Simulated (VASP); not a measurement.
# B8N7 (a cell with a defect) in VASP: a series of runs

The runs below take B8N7 (a cell with a defect) through single point, with PBE.

Program: VASP 6.6.1. These are calculated values, not measurements. Logs are shortened: lines on timing, memory, paths and dates and some standing lists are left out, and cuts for length are marked.

**1. The structure**

The cell holds a defect, 15 atoms: a = 4.937 Å, b = 4.937 Å, c = 5.109 Å, α = 104.99°, β = 104.99°, γ = 117.68°.

**2. Single point, PBE (N vacancy, atoms relaxed)**

INCAR

```
SYSTEM = B8N7
  PREC = Accurate
  ENCUT = 520
  EDIFF = 1E-6
  ISMEAR = 0
  SIGMA = 0.05
  LREAL = Auto
  LASPH = .True.
  NELM = 100
  ALGO = Fast
  ISIF = 2
  LWAVE = .False.
  LCHARG = .False.
  GGA = PE
  NELECT = 56.0
  NBANDS = 42
```

KPOINTS

```
Automatic mesh
0
Gamma
  6 6 6
  0 0 0
```

POSCAR

```
B8N7
1.0
   -1.2772900481      2.2123312592     -4.2245145362
   -1.2772900481      2.2123312592      4.2245145362
    5.1091601921      0.0000000001      0.0000000000
B N
8 7
Direct
    0.6319503734      0.7099510262      0.3419013996
    0.1617012596      0.1731398254      0.3348410851
    0.6685038207      0.6652747219      0.8298602371
    0.1645855152      0.1613564165      0.8298602371
    0.1185324161      0.5982428517      0.1358400892
    0.5375972375      0.0173076731      0.1358400892
    0.1279005053      0.5963233464      0.7242238517
    0.5877605211      0.0804250037      0.6681855248
    0.3513707694      0.9812685505      0.3326393198
    0.8526198295      0.4750424587      0.8318688301
    0.3568263714      0.9792490006      0.8318688301
    0.2697683481      0.3989601578      0.1670366231
    0.7680764653      0.8972682750      0.1670366231
    0.2719002187      0.3950704319      0.6669706506
    0.7768367548      0.8918565213      0.6686932761
```

Potentials or basis: VASP PAW PBE potentials, release 64 (B, N).

Launch:

```console
> cat potpaw_PBE.64/B/POTCAR potpaw_PBE.64/N/POTCAR > POTCAR
> mpirun -np 1 vasp_std > vasp.out
```

OUTCAR:

```text
SYSTEM = B8N7
   PREC = Accurate
   ENCUT = 520
   EDIFF = 1E-6
   ISMEAR = 0
   LREAL = Auto
   LASPH = .True.
   NELM = 100
   ISIF = 2
   GGA = PE
   NELECT = 56.0

 ion  position               nearest neighbor table
   1  0.632  0.710  0.342-  15 1.45  13 1.51  12 1.51
   2  0.162  0.173  0.335-  14 1.54  13 1.56  12 1.56   9 1.61
   3  0.669  0.665  0.830-  15 1.54  14 1.57  10 1.58  13 1.59
   4  0.165  0.161  0.830-  15 1.54  14 1.57  11 1.58  12 1.59
   5  0.119  0.598  0.136-  10 1.49  12 1.50   9 1.52   7 2.11   6 2.14
   6  0.538  0.017  0.136-  11 1.49  13 1.50   9 1.52   7 2.11   5 2.14
   7  0.128  0.596  0.724-  14 1.48  10 1.52  11 1.52   5 2.11   6 2.11
   8  0.588  0.080  0.668-  11 1.56  10 1.56   9 1.59  15 1.60
   9  0.351  0.981  0.333-   6 1.52   5 1.52   8 1.59   2 1.61
  10  0.853  0.475  0.832-   5 1.49   7 1.52   8 1.56   3 1.58
  11  0.357  0.979  0.832-   6 1.49   7 1.52   8 1.56   4 1.58
  12  0.270  0.399  0.167-   5 1.50   1 1.51   2 1.56   4 1.59
  13  0.768  0.897  0.167-   6 1.50   1 1.51   2 1.56   3 1.59
  14  0.272  0.395  0.667-   7 1.48   2 1.54   4 1.57   3 1.57
  15  0.777  0.892  0.669-   1 1.45   3 1.54   4 1.54   8 1.60

  LATTYP: Found a face centered orthorhombic cell.
 ALAT       =     5.1091601922
 B/A-ratio  =     1.6537021261
 C/A-ratio  =     1.7320508075

  Lattice vectors:

 A1 = (   3.8318701440,   2.2123312593,   4.2245145362)
 A2 = (   2.5545800959,   4.4246625185,   0.0000000000)
 A3 = (  -1.2772900481,   2.2123312592,   4.2245145362)

Analysis of symmetry for initial positions (statically):
=====================================================================
 Subroutine PRICEL returns:
 Original cell was already a primitive cell.

 Routine SETGRP: Setting up the symmetry group for a
 face centered orthorhombic supercell.

 Subroutine GETGRP returns: Found  2 space group operations
 (whereof  2 operations were pure point group operations)
 out of a pool of  8 trial point group operations.

The static configuration has the point symmetry C_1h.

Analysis of symmetry for dynamics (positions and initial velocities):
=====================================================================
 Subroutine PRICEL returns:
 Original cell was already a primitive cell.

 Routine SETGRP: Setting up the symmetry group for a
 face centered orthorhombic supercell.

 Subroutine GETGRP returns: Found  2 space group operations
[... 146 lines left out ...]
   IALGO  =     68    algorithm
   IMIX   =      4    mixing-type and parameters
     AMIX     =   0.40;   BMIX     =  1.00
     AMIX_MAG =   1.60;   BMIX_MAG =  1.00
  volume/ion in A,a.u.               =       6.37        42.96
  Fermi-wavevector in a.u.,A,eV,Ry     =   1.370257  2.589410 25.546355  1.877604
  Thomas-Fermi vector in A             =   2.496059
   LORBIT       =      0    0 simple, 1 ext, 2 COOP (PROOUT), +10 PAW based schemes
   GGA     = PE    functional components
   LHFCALC =     F    Hartree Fock is set to
   AEXX    =    0.0000 exact exchange contribution
   IVDW    =     0    specifies the selected vdW correction
   LEPSILON=     F    determine dielectric tensor
   LRPA    =     F    only Hartree local field effects (RPA)
 non-spin polarized calculation
 RMM-DIIS sequential band-by-band and
 Gauss-broadening in eV      SIGMA  =   0.05
  energy-cutoff  :      520.00
  volume of cell :       95.50
 maximum number of plane-waves:      2616
 NGX is ok and might be reduce to    40
   NGX = 19   NGY = 19   NGZ = 19

 number of electron      56.0000003 magnetization

 Free energy of the ion-electron system (eV)
  ---------------------------------------------------
  ext. energy  EPLUGINS =         0.00000000
  ---------------------------------------------------
  free energy    TOTEN  =      -147.81519184 eV

  energy without entropy =     -147.81511867  energy(sigma->0) =     -147.81515525

 E-fermi :   5.8931     XC(G=0): -11.8969

 val. band max:        5.8367032210   @ k =   0.0000   0.0000   0.0000
 cond. band min:       5.9495553587   @ k =   0.0000   0.0000   0.0000
 fundamental gap:      0.1128521376
 Fermi energy:         5.8931249350

 k-point     1 :       0.0000    0.0000    0.0000
  band No.  band energies     occupation
      1     -13.4030      2.00000
      2      -9.9765      2.00000
      3      -9.5981      2.00000
      4      -9.4177      2.00000
      5      -9.0062      2.00000
      6      -8.8133      2.00000
[... 1021 lines left out ...]
     39      16.7546      0.00000
     40      17.0011      0.00000

 [... further k-points ...]

 [bands above 40 left out]

------------------------ aborting loop because EDIFF is reached ----------------------------------------

  FORCE on cell =-STRESS in cart. coord.  units (eV):
  Direction    XX          YY          ZZ          XY          YZ          ZX
  --------------------------------------------------------------------------------------
  -------------------------------------------------------------------------------------
  Total      -25.2229958    -25.5936584    -29.3205600      0.3210033     -0.8035600     -1.3918050
  in kB     -423.1562601   -429.3747212   -491.8994793      5.3853452    -13.4810098    -23.3497634
  external PRESSURE =    -448.1434869 kB  Pullay stress =       0.0000000 kB

 VOLUME and BASIS-vectors are now :
 -----------------------------------------------------------------------------
  energy-cutoff  :      520.00
  volume of cell :       95.50
      direct lattice vectors                 reciprocal lattice vectors
    -1.277290048  2.212331259 -4.224514536    -0.000000000  0.226005937 -0.118356795
    -1.277290048  2.212331259  4.224514536    -0.000000000  0.226005937  0.118356795
     5.109160192  0.000000000  0.000000000     0.195726883  0.113002969  0.000000000

 POSITION                                       TOTAL-FORCE (eV/Angst)
 -----------------------------------------------------------------------------------
      0.03283      2.96873      0.32951         0.005561      0.003210     -0.019206
      1.28307      0.74078      0.04832        -0.003424     -0.001977     -0.011430
      2.53627      2.95076     -0.01364         0.007742      0.003649     -0.008998
      3.82357      0.72109     -0.01364         0.007031      0.004880     -0.008998
     -0.22150      1.58574      2.02654         0.020878     -0.016167      0.005577
     -0.01475      1.22763     -2.19797        -0.003562      0.026164      0.005577
      2.77513      1.60222      1.97886        -0.021606     -0.012474      0.005405
      2.56040      1.47825     -2.14325        -0.001916     -0.001106      0.009300
     -0.00266      2.94824      2.66101         0.013440      0.007760      0.018815
      2.55434      2.93723     -1.59508        -0.001525     -0.013098      0.015430
      2.54360      2.95584      2.62943        -0.012106      0.005228      0.015430
     -0.00074      1.47945      0.54577        -0.000442     -0.011551     -0.010283
     -1.27371      3.68429      0.54577        -0.010225      0.005393     -0.010283
      2.55574      1.47556      0.52033        -0.000889     -0.000513     -0.005234
      1.28506      3.69170      0.48590         0.001043      0.000602     -0.001103
 -----------------------------------------------------------------------------------
    total drift:                                0.003076      0.001776     -0.000518

  FREE ENERGIE OF THE ION-ELECTRON SYSTEM (eV)
  ---------------------------------------------------
  free  energy   TOTEN  =      -147.8151918357 eV

  energy  without entropy=     -147.8151186706  energy(sigma->0) =     -147.81515525
```

Wall time 4.9 min (1 thread of Intel Xeon 6975P-C (Granite Rapids), shared host); peak memory 0.34 GiB.

What came out:

```yaml
Free_energy: -147.8152 eV
Largest_force: 0.027 eV/Å
Band_gap_on_the_k_mesh: 0.11 eV, direct
```

Forces in eV/Å, atoms in the order of the input:
```
B    0.006  0.003 -0.019
B   -0.003 -0.002 -0.011
B    0.008  0.004 -0.009
B    0.007  0.005 -0.009
B    0.021 -0.016  0.006
B   -0.004  0.026  0.006
B   -0.022 -0.012  0.005
B   -0.002 -0.001  0.009
N    0.013  0.008  0.019
N   -0.002 -0.013  0.015
N   -0.012  0.005  0.015
N    0.000 -0.012 -0.010
N   -0.010  0.005 -0.010
N   -0.001 -0.001 -0.005
N    0.001  0.001 -0.001
```

Caveat: the cell carries a net charge on a neutralising background, which shifts energy and pressure; the cell is charged against a uniform background, so pressure and absolute levels hang on convention; a pressure of tens of GPa on the cell as given is suspect, and the run, the potentials or the cell itself is likely at fault.

**3. Single point, PBE**

INCAR

```
PREC = Accurate
ENCUT = 520
EDIFF = 1E-6
ISMEAR = 0
SIGMA = 0.05
LREAL = Auto
LASPH = T
NELM = 100
ALGO = Fast
ISIF = 2
LWAVE = F
LCHARG = F
GGA = PE
NBANDS = 42
NELECT = 56.0
```

KPOINTS

```
regular mesh
0
Gamma
  6 6 6
```

POSCAR

```
B8N7
1.0
   -1.2772900481      2.2123312592     -4.2245145362
   -1.2772900481      2.2123312592      4.2245145362
    5.1091601921      0.0000000001      0.0000000000
B N
8 7
Direct
    0.6468258169      0.6915454269      0.3383712438
    0.1468258171      0.1915454257      0.3383712428
    0.6665446674      0.6633155688      0.8298602363
    0.1665446676      0.1633155689      0.8298602363
    0.0780648258      0.5577752619      0.1358400889
    0.5780648270      0.0577752631      0.1358400889
    0.1078305135      0.5883741751      0.6962046886
    0.6078305133      0.0883741744      0.6962046877
    0.1013707692      0.7312685514      0.3326393206
    0.8547231006      0.4771457289      0.8318688303
    0.3547231014      0.9771457297      0.8318688303
    0.2689224057      0.3981142157      0.1670366230
    0.7689224072      0.8981142173      0.1670366230
    0.2743684866      0.3934634763      0.6678319629
    0.7743684867      0.8934634766      0.6678319633
```

Potentials or basis: VASP PAW PBE potentials, release 64 (B, N).

Launch:

```console
> cat potpaw_PBE.64/B/POTCAR potpaw_PBE.64/N/POTCAR > POTCAR
> mpirun -np 1 vasp_std > vasp.out
```

OUTCAR:

```text
PREC = Accurate
   ENCUT = 520
   EDIFF = 1E-6
   ISMEAR = 0
   LREAL = Auto
   LASPH = T
   NELM = 100
   ISIF = 2
   GGA = PE
   NELECT = 56.0

 ion  position               nearest neighbor table
   1  0.647  0.692  0.338-  15 1.49  13 1.53  12 1.53
   2  0.147  0.192  0.338-  14 1.49  12 1.53  13 1.53
   3  0.667  0.663  0.830-  15 1.55  14 1.55  10 1.58  13 1.59
   4  0.167  0.163  0.830-  14 1.55  15 1.55  11 1.58  12 1.59
   5  0.078  0.558  0.136-   9 1.08  10 1.47  12 1.49
   6  0.578  0.058  0.136-  11 1.47  13 1.49
   7  0.108  0.588  0.696-  14 1.53  10 1.53  11 1.53
   8  0.608  0.088  0.696-  15 1.53  11 1.53  10 1.53
   9  0.101  0.731  0.333-   5 1.08
  10  0.855  0.477  0.832-   5 1.47   8 1.53   7 1.53   3 1.58
  11  0.355  0.977  0.832-   6 1.47   8 1.53   7 1.53   4 1.58
  12  0.269  0.398  0.167-   5 1.49   2 1.53   1 1.53   4 1.59
  13  0.769  0.898  0.167-   6 1.49   2 1.53   1 1.53   3 1.59
  14  0.274  0.393  0.668-   2 1.49   7 1.53   4 1.55   3 1.55
  15  0.774  0.893  0.668-   1 1.49   8 1.53   3 1.55   4 1.55

  LATTYP: Found a face centered orthorhombic cell.
 ALAT       =     5.1091601922
 B/A-ratio  =     1.6537021261
 C/A-ratio  =     1.7320508075

  Lattice vectors:

 A1 = (   3.8318701440,   2.2123312593,   4.2245145362)
 A2 = (   2.5545800959,   4.4246625185,   0.0000000000)
 A3 = (  -1.2772900481,   2.2123312592,   4.2245145362)

Analysis of symmetry for initial positions (statically):
=====================================================================
 Subroutine PRICEL returns:
 Original cell was already a primitive cell.

 Routine SETGRP: Setting up the symmetry group for a
 face centered orthorhombic supercell.

 Subroutine GETGRP returns: Found  2 space group operations
 (whereof  1 operations were pure point group operations)
 out of a pool of  8 trial point group operations.

[... 177 lines left out ...]
  volume of cell :       95.50
 maximum number of plane-waves:      2616
 NGX is ok and might be reduce to    40
   NGX = 19   NGY = 19   NGZ = 19

 number of electron      56.0000002 magnetization

 Free energy of the ion-electron system (eV)
  ---------------------------------------------------
  ext. energy  EPLUGINS =         0.00000000
  ---------------------------------------------------
  free energy    TOTEN  =      -137.58179071 eV

  energy without entropy =     -137.58149434  energy(sigma->0) =     -137.58164253

 E-fermi :   7.0600     XC(G=0): -12.0328

 val. band max:        7.0485104224   @ k =   0.0000   0.0000   0.0000
 cond. band min:       7.0799350724   @ k =   0.5000   0.5000   0.0000
 fundamental gap:      0.0314246499
 Fermi energy:         7.0600006423

 k-point     1 :       0.0000    0.0000    0.0000
  band No.  band energies     occupation
      1     -13.3476      2.00000
      2     -10.1642      2.00000
      3      -9.7134      2.00000
      4      -9.3682      2.00000
      5      -9.2659      2.00000
      6      -8.9295      2.00000
[... 1021 lines left out ...]
     39      16.5480      0.00000
     40      16.7461      0.00000

 [... further k-points ...]

 [bands above 40 left out]

------------------------ aborting loop because EDIFF is reached ----------------------------------------

  FORCE on cell =-STRESS in cart. coord.  units (eV):
  Direction    XX          YY          ZZ          XY          YZ          ZX
  --------------------------------------------------------------------------------------
  -------------------------------------------------------------------------------------
  Total       -7.0184344    -25.9326700     -9.0343884     16.3802085      7.5088465     13.0057029
  in kB     -117.7455079   -435.0621844   -151.5663738    274.8043029    125.9729591    218.1915516
  external PRESSURE =    -234.7913554 kB  Pullay stress =       0.0000000 kB

 VOLUME and BASIS-vectors are now :
 -----------------------------------------------------------------------------
  energy-cutoff  :      520.00
  volume of cell :       95.50
      direct lattice vectors                 reciprocal lattice vectors
    -1.277290048  2.212331259 -4.224514536    -0.000000000  0.226005937 -0.118356795
    -1.277290048  2.212331259  4.224514536    -0.000000000  0.226005937  0.118356795
     5.109160192  0.000000000  0.000000000     0.195726883  0.113002969  0.000000000

 POSITION                                       TOTAL-FORCE (eV/Angst)
 -----------------------------------------------------------------------------------
      0.01930      2.96092      0.18892        -0.386267      0.760893      0.219325
      1.29659      0.74859      0.18892         0.465819     -0.714963      0.219325
      2.54127      2.94209     -0.01364        -0.380817     -0.219865     -0.220170
      3.81856      0.72976     -0.01364         0.071551      0.041310     -0.196927
     -0.11812      1.40669      2.02654       -19.884943    -11.480577    -18.331651
     -0.11812      1.40669     -2.19797        -1.285042     -0.741919     -1.159685
      2.66777      1.54024      2.03006        -0.450559      0.566020     -0.375453
      2.66777      1.54024     -2.19445         0.264908     -0.673205     -0.375453
      0.63599      1.84207      2.66101        23.567273     13.606572     19.381308
      2.54897      2.94654     -1.59508        -4.048978     -2.337679      0.790603
      2.54897      2.94654      2.62943         2.912455      1.681507      0.932077
      0.00142      1.47571      0.54577        -0.860344     -0.496720     -4.597922
     -1.27587      3.68804      0.54577        -0.009198     -0.005310      3.190597
      2.55905      1.47747      0.50312        -0.009856      0.044946      0.262013
      1.28176      3.68980      0.50312         0.033996     -0.031009      0.262013
 -----------------------------------------------------------------------------------
    total drift:                                0.001533      0.000883     -0.000345

  FREE ENERGIE OF THE ION-ELECTRON SYSTEM (eV)
  ---------------------------------------------------
  free  energy   TOTEN  =      -137.5817907128 eV

  energy  without entropy=     -137.5814943427  energy(sigma->0) =     -137.58164253
```

Run time: 4 min. Hardware: 1 thread of Intel Xeon 6975P-C (Granite Rapids), shared host; peak memory 0.34 GiB.

Results:

| Property | Result |
| --- | --- |
| Free energy | -137.5818 eV |
| Largest force | 33.409 eV/Å |
| Band gap on the k mesh | 0.03 eV, indirect (least direct gap 0.07 eV) |

Forces on the atoms (eV/Å):
```
B    -0.386   0.761   0.219
B     0.466  -0.715   0.219
B    -0.381  -0.220  -0.220
B     0.072   0.041  -0.197
B   -19.885 -11.481 -18.332
B    -1.285  -0.742  -1.160
B    -0.451   0.566  -0.375
B     0.265  -0.673  -0.375
N    23.567  13.607  19.381
N    -4.049  -2.338   0.791
N     2.912   1.682   0.932
N    -0.860  -0.497  -4.598
N    -0.009  -0.005   3.191
N    -0.010   0.045   0.262
N     0.034  -0.031   0.262
```

Levels at points of the mesh, in eV from the valence-band top:
| k point | band 24 | band 25 | band 26 | band 27 | band 28 | band 29 | band 30 | band 31 | band 32 | band 33 |
| --- | --- | --- | --- | --- | --- | --- | --- | --- | --- | --- |
| (0.00, 0.00, 0.00) | -3.34 | -2.49 | -1.65 | -1.51 | 0.00 | 0.07 | 3.01 | 4.68 | 4.69 | 4.82 |
| (0.50, 0.00, 0.00) | -3.59 | -3.23 | -3.11 | -1.83 | -0.85 | 1.43 | 1.52 | 3.68 | 4.27 | 4.68 |
| (0.00, 0.50, 0.00) | -3.58 | -3.33 | -2.94 | -2.40 | -0.25 | 1.18 | 1.50 | 3.55 | 4.15 | 4.68 |
| (0.50, 0.50, 0.00) | -3.57 | -2.40 | -1.86 | -1.86 | -0.17 | 0.03 | 0.76 | 3.72 | 5.03 | 5.21 |
| (0.00, 0.00, 0.50) | -3.53 | -2.49 | -2.07 | -1.88 | -0.22 | 0.11 | 0.85 | 3.68 | 5.25 | 5.56 |
| (0.50, 0.50, 0.50) | -3.75 | -3.25 | -2.93 | -2.62 | -1.10 | 0.08 | 0.83 | 2.78 | 4.56 | 4.78 |

Caveat: the cell carries a net charge on a neutralising background, which shifts energy and pressure; the cell is charged against a uniform background, so pressure and absolute levels hang on convention.
